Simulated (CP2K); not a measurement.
## ZnS (Wurtzite-2H): band structure with LDA

**Measured values to compare with.**

From a printed reference work, monograph, for a bulk crystal of ZnS at 4 K: band gap 3.911 eV (direct).

ZnS (Wurtzite-2H):

```
Zn S
1.0
     3.81100    0.00000    0.00000
    -1.90550    3.30042    0.00000
     0.00000    0.00000    6.23400
Zn S
2 2
Direct
  0.66667 0.33333 0.50000
  0.33333 0.66667 0.00000
  0.66667 0.33333 0.88500
  0.33333 0.66667 0.38500
```

| Quantity | Value |
| --- | --- |
| Program | CP2K 2026.2 |
| Task | band structure |
| Functional | LDA |
| Potentials or basis | GTH_POTENTIALS Zn GTH-PADE-q12, S GTH-PADE-q6; TZVP-MOLOPT-PBE-GTH basis |
| Density cutoff | 6123 eV |
| k mesh | 8 × 8 × 5 |
| Occupations | fermi-dirac, width 0.1 eV |
| Spin | no spin polarisation |
| SCF solver | diagonalisation with k points |
| Quickstep method | GPW |
| EPS_DEFAULT | 1.0E-10 |
| EPS_SCF | 1.0E-6 |
| MAX_SCF | 100 |
| SCF_GUESS | ATOMIC |
| k points reduced by the point group | yes |
| Mesh centred on Gamma | yes |
| CHOLESKY | OFF |
| EPS_EIGVAL | 1.0E-7 |
| MIXING METHOD | BROYDEN_MIXING |
| MIXING ALPHA | 0.4 |
| NBUFFER | 8 |
| NGRIDS | 5 |
| Basis sets | Zn TZVP-MOLOPT-PBE-GTH-q12, S TZVP-MOLOPT-PBE-GTH-q6 |
| Potentials | Zn GTH-PADE-q12 of GTH_POTENTIALS, S GTH-PADE-q6 of GTH_POTENTIALS |
| ADDED_MOS | [14] |
| Points a segment of the path (NPOINTS) | 8 |
| Bands added on the path | 6 |
| MPI ranks | 4 |
| REL_CUTOFF (Ry) | 60 Ry |
| MIXING BETA (1/bohr) | 1.5 1/bohr |
| CUTOFF of the grids | 450 Ry |

The pressure is -3.7 GPa and the largest force is 0.311 eV/Å. The band gap along the path is 1.93 eV, direct. The mulliken charges are Zn +0.12; S -0.12 e.

Forces in eV/Å, atoms in the order of the input:
```
Zn   0.000  0.000  0.311
Zn   0.000  0.000  0.311
S    0.000  0.000 -0.311
S    0.000  0.000 -0.311
```

Stress tensor (GPa, compression positive):
```
-3.11  0.00  0.00
 0.00 -3.11  0.00
 0.00  0.00 -4.81
```

Levels at the corners of the path, in eV from the valence-band top:
| point | band 15 | band 16 | band 17 | band 18 | band 19 | band 20 | band 21 | band 22 |
| --- | --- | --- | --- | --- | --- | --- | --- | --- |
| Γ | -0.90 | -0.02 | -0.02 | 0.00 | 1.93 | 2.73 | 6.15 | 6.15 |
| M | -3.24 | -2.31 | -1.62 | -1.02 | 3.43 | 4.04 | 5.05 | 7.16 |
| K | -3.98 | -2.29 | -2.28 | -2.28 | 4.31 | 5.76 | 5.76 | 7.77 |
| Γ | -0.90 | -0.02 | -0.02 | 0.00 | 1.93 | 2.73 | 6.15 | 6.15 |
| A | -0.48 | -0.48 | -0.48 | -0.48 | 3.24 | 3.24 | 6.62 | 6.62 |
| L | -1.72 | -1.72 | -1.58 | -1.58 | 3.38 | 3.38 | 5.04 | 5.04 |
| H | -3.21 | -3.21 | -1.29 | -1.29 | 4.35 | 4.35 | 6.36 | 6.36 |
| A | -0.48 | -0.48 | -0.48 | -0.48 | 3.24 | 3.24 | 6.62 | 6.62 |
| L | -1.72 | -1.72 | -1.58 | -1.58 | 3.38 | 3.38 | 5.04 | 5.04 |
| M | -3.24 | -2.31 | -1.62 | -1.02 | 3.43 | 4.04 | 5.05 | 7.16 |
| K | -3.98 | -2.29 | -2.28 | -2.28 | 4.31 | 5.76 | 5.76 | 7.77 |
| H | -3.21 | -3.21 | -1.29 | -1.29 | 4.35 | 4.35 | 6.36 | 6.36 |

Run time: 32 s on 4 MPI ranks on Intel(R) Xeon(R) Platinum 8488C (Sapphire Rapids) (shared host).

Measured gap of ZnS: 3.911 eV (direct; 4 K; a printed reference work, monograph). This calculation gives 1.93 eV (-1.98 eV). So large a miss can be the level of theory's own, or it may mean another phase, state or a wrong row. The value is that of LDA in an atomic basis (GTH_POTENTIALS Zn GTH-PADE-q12, S GTH-PADE-q6; TZVP-MOLOPT-PBE-GTH basis), whose error adds to the functional's,, without temperature or zero-point motion. Semilocal functionals fall short of measured gaps as a rule.

Caveat: Mulliken charges move with the basis; the basis of atomic orbitals isn't converged, which shifts pressures, moduli and gaps.
